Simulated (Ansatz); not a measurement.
**AlAs (F-43m): how far a G0W0 gap depends on its settings**

How well converged is a G0W0 gap of AlAs (zincblende)?

Code: Ansatz 0.2.0. G0W0, plane waves. The values are computed, spin-unpolarised, and not measurements.

## Step 1: Starting point

The cell was relaxed beforehand with r2SCAN.

The symmetry is F-43m (No. 216, cubic); a = 5.678 Å in the conventional setting, 22.88 Å³ an atom. Al has 4 As at 2.46 Å; As has 4 Al at 2.46 Å.

As a file:

```
Al As
1.0
     0.00000    2.83892    2.83892
     2.83892    0.00000    2.83892
     2.83892    2.83892    0.00000
Al As
1 1
Direct
  0.00000 0.00000 0.00000
  0.25000 0.25000 0.25000
```

## Step 2: 74 empty bands, 80 eV

Input file input.yaml:

```yaml
crystal:
  lattice:
    - [0.0, 2.8389246377, 2.8389246377]
    - [2.8389246377, 0.0, 2.8389246377]
    - [2.8389246377, 2.8389246377, 0.0]
  atoms:
    - { symbol: Al, position: [0.0, 0.0, 0.0] }
    - { symbol: As, position: [0.25, 0.25, 0.25] }
kpoints:
  mp_grid: { grid: [4, 4, 4] }
hamiltonian:
  xc: pbe
scf:
  occupations: { method: fixed }
gw:
  n_empty_bands: 74
  ecut_chi: 80
  qp_bands: [v2, c2]
  qp_kpoints: band_edges
  screening: { model: contour_deformation }
```

Launch:

```
$ ansatz run input.yaml --threads 2 --pin off --max-ram 3686MiB --backend cpu --events-out ev --progress --plain --runs-dir out
```

## Step 3: 172 empty bands, 140 eV

input.yaml, as its differences from that of step 2:

```diff
@@ -15,4 +15,4 @@
 gw:
-  n_empty_bands: 74
-  ecut_chi: 80
+  n_empty_bands: 172
+  ecut_chi: 140
   qp_bands: [v2, c2]
```

## Step 4: 316 empty bands, 210 eV

input.yaml, as its differences from that of step 3:

```diff
@@ -15,4 +15,4 @@
 gw:
-  n_empty_bands: 172
-  ecut_chi: 140
+  n_empty_bands: 316
+  ecut_chi: 210
   qp_bands: [v2, c2]
```

## Step 5: Starting from HSE06

input.yaml, as its differences from that of step 4:

```diff
@@ -11,3 +11,3 @@
 hamiltonian:
-  xc: pbe
+  xc: hse06
 scf:
@@ -15,4 +15,4 @@
 gw:
-  n_empty_bands: 316
-  ecut_chi: 210
+  n_empty_bands: 172
+  ecut_chi: 140
   qp_bands: [v2, c2]
```

## Step 6: Starting from LDA

input.yaml, as its differences from that of step 5:

```diff
@@ -11,3 +11,3 @@
 hamiltonian:
-  xc: hse06
+  xc: lda
 scf:
```

## Step 7: Starting from r2SCAN

input.yaml, as its differences from that of step 6:

```diff
@@ -11,3 +11,3 @@
 hamiltonian:
-  xc: lda
+  xc: r2scan
 scf:
```

## Step 8: A plasmon pole in place of the full frequency dependence

input.yaml, as its differences from that of step 7:

```diff
@@ -11,3 +11,3 @@
 hamiltonian:
-  xc: r2scan
+  xc: pbe
 scf:
@@ -19,2 +19,2 @@
   qp_kpoints: band_edges
-  screening: { model: contour_deformation }
+  screening: { model: godby_needs }
```

## Step 9: A finer mesh, 6×6×6

input.yaml, as its differences from that of step 8:

```diff
@@ -9,3 +9,3 @@
 kpoints:
-  mp_grid: { grid: [4, 4, 4] }
+  mp_grid: { grid: [6, 6, 6] }
 hamiltonian:
@@ -15,6 +15,6 @@
 gw:
-  n_empty_bands: 172
-  ecut_chi: 140
+  n_empty_bands: 74
+  ecut_chi: 80
   qp_bands: [v2, c2]
   qp_kpoints: band_edges
-  screening: { model: godby_needs }
+  screening: { model: contour_deformation }
```

## Step 10: Norm-conserving pseudopotentials

input.yaml, as its differences from that of step 9:

```diff
@@ -9,5 +9,6 @@
 kpoints:
-  mp_grid: { grid: [6, 6, 6] }
+  mp_grid: { grid: [4, 4, 4] }
 hamiltonian:
   xc: pbe
+  pseudopotentials: { kind: nc }
 scf:
@@ -15,4 +16,4 @@
 gw:
-  n_empty_bands: 74
-  ecut_chi: 80
+  n_empty_bands: 172
+  ecut_chi: 140
   qp_bands: [v2, c2]
```

Before running it: what results should come out? Wanted: for each run, start; potentials; frequencies; empty bands; cutoff; Kohn-Sham gap; G0W0 gap.

The runs gave:

```
 start  potentials  frequencies  empty bands  cutoff (eV)   mesh  Kohn-Sham gap (eV)  G0W0 gap (eV)
   PBE         PAW         full           74           80  4×4×4                1.44           1.91
   PBE         PAW         full          172          140  4×4×4                1.44           2.07
   PBE         PAW         full          316          210  4×4×4                1.44           2.13
 HSE06         PAW         full          172          140  4×4×4                2.10           2.38
   LDA         PAW         full          172          140  4×4×4                1.33           1.99
r2SCAN         PAW         full          172          140  4×4×4                1.79           2.23
   PBE         PAW         pole          172          140  4×4×4                1.44           2.02
   PBE         PAW         full           74           80  6×6×6                1.46           1.97
   PBE          NC         full          172          140  4×4×4                1.43           2.06
```

Gaps are those on each run's own mesh.

With bands and cutoff raised together, from 74 bands at 80 eV to 316 at 210 eV, the gap moves by +0.21 eV, and on the last rung by +0.06 eV; extrapolated in 1/N from the last two rungs, the limit on this k mesh would lie near 2.2 eV. The starting point matters: against PBE, HSE06 gives +0.31 eV, LDA gives -0.08 eV, r2SCAN gives +0.16 eV. The plasmon pole changes the gap by -0.049 eV. Norm-conserving potentials change it by -0.006 eV. On the finer mesh the quasiparticle shift is +0.51 eV, against +0.48 eV on the coarse one.
